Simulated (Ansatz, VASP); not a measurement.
## One calculation of MoS2, two programs

```
CELL_PARAMETERS angstrom
3.17287 0.00000 0.00000
-1.58644 2.74779 0.00000
0.00000 0.00000 12.51043
ATOMIC_POSITIONS crystal
Mo 0.33333 0.66667 0.25000
Mo 0.66667 0.33333 0.75000
S 0.33333 0.66667 0.62623
S 0.66667 0.33333 0.12623
S 0.33333 0.66667 0.87377
S 0.66667 0.33333 0.37377
```

Change from the starting cell: in-plane strain +0.01, out-of-plane length and atoms relaxed by PAW.

Alike in both runs: functional PBEsol; k mesh 6 × 6 × 2; no spin polarisation.

Ansatz relaxed the structure, and its values are those at the end. VASP's run is a single point on that final structure, the one shown.

```csv
,VASP,Ansatz
version,VASP 6.6.1,Ansatz 0.2.0
potentials or method,"VASP PAW PBE potentials, release 64 (Mo_sv, S)","PAW with Ansatz's default frozen-core files, scalar-relativistic"
plane-wave cutoff (eV),520,420
occupations,"gaussian, width 0.01 eV",fixed
valence electrons in the cell,52,52
```

```tsv
	VASP	Ansatz	Ansatz less VASP
pressure (GPa)	-1.8	-1.8	+0.03
```

Caveats: the PAW data sets were made with another functional, which shifts forces and pressure a little (VASP); this functional lacks dispersion, which binds the layers, so the pressure and a relaxed spacing across them are unreliable. A k mesh can miss the band edges.
